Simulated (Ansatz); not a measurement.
C2H6 in its lowest state found on the top face of a (101) slab of WC (P-6m2 (No. 187)), 8 planes, outer planes C (top) and W (bottom); 1 a cell of 43.96 Å², its atoms last:

```
CELL_PARAMETERS angstrom
5.80381 0.00000 0.00000
-2.90191 7.57358 0.00000
0.00000 0.00000 26.22506
ATOMIC_POSITIONS crystal
W 0.86011 0.72022 0.30505
W 0.86011 0.22022 0.30505
W 0.36011 0.72022 0.30505
W 0.36011 0.22022 0.30505
C 0.00346 0.00692 0.31700
C 0.00346 0.50692 0.31700
C 0.50346 0.00692 0.31700
C 0.50346 0.50692 0.31700
W 0.72022 0.44044 0.37674
W 0.72022 0.94044 0.37674
W 0.22022 0.44044 0.37674
W 0.22022 0.94044 0.37674
C 0.86357 0.72714 0.38868
C 0.86357 0.22714 0.38868
C 0.36357 0.72714 0.38868
C 0.36357 0.22714 0.38868
W 0.58088 0.16119 0.44913
W 0.58052 0.66047 0.44927
W 0.08065 0.16109 0.44888
W 0.08062 0.66053 0.44927
C 0.72246 0.44438 0.46071
C 0.72281 0.94518 0.45971
C 0.22276 0.44469 0.46060
C 0.22294 0.94527 0.45972
W 0.43927 0.87770 0.51964
W 0.43659 0.37469 0.52005
W 0.93950 0.87755 0.51955
W 0.93762 0.37478 0.52006
C 0.58764 0.17543 0.53091
C 0.59220 0.68392 0.53054
C 0.08612 0.17256 0.52957
C 0.09272 0.68365 0.53068
C 0.06628 0.40114 0.63126
C 0.31801 0.38274 0.62934
H 0.07741 0.53764 0.62589
H 0.96909 0.35120 0.66723
H 0.93822 0.31248 0.60236
H 0.43465 0.47043 0.59865
H 0.30538 0.24580 0.62410
H 0.42803 0.43573 0.66374
```

All numbers below come from Ansatz, DFT PBE+D3(BJ), scalar-relativistic, plane waves, PAW. Plane waves to 420 eV, a k mesh through Γ of 4×3×1 on the computed 40-atom cell and Gaussian smearing (0.10 eV); no spin polarisation. A dipole correction removes the field between periodic images along c.

The clean top face has a work function of 4.45 eV. Adsorption changes the slab's dipole along +c by Δp = +0.2633 e·Å a cell (+1.26 D an adsorbate).

Q: What change of work function does the Helmholtz equation give?

A: A sheet of dipoles makes a step in an electron's potential energy of −e·Δp/(ε0·A), and e/ε0 = 180.95 eV·Å for Δp in e·Å: −180.95 × (0.2633)/43.96 = -1.08 eV. This is the change of φ(top) − φ(bottom). If the bottom face is unmoved, φ(top) becomes 3.37 eV.

Q: How does that compare with the calculation?

A: φ(top) changes by -1.07 eV and φ(bottom) by +0.01 eV, so their difference changes by -1.08 eV. The bottom face hardly moves.

Q: What does the sign say about the electrons?

A: The change of dipole points out of the surface, so the work function falls. The molecule's own dipole can set this sign. Δp also holds the adsorbate's own dipole and the moves of the surface atoms, so it isn't a charge transfer alone.

Spin-orbit coupling is left out, which matters for the bands of heavy elements.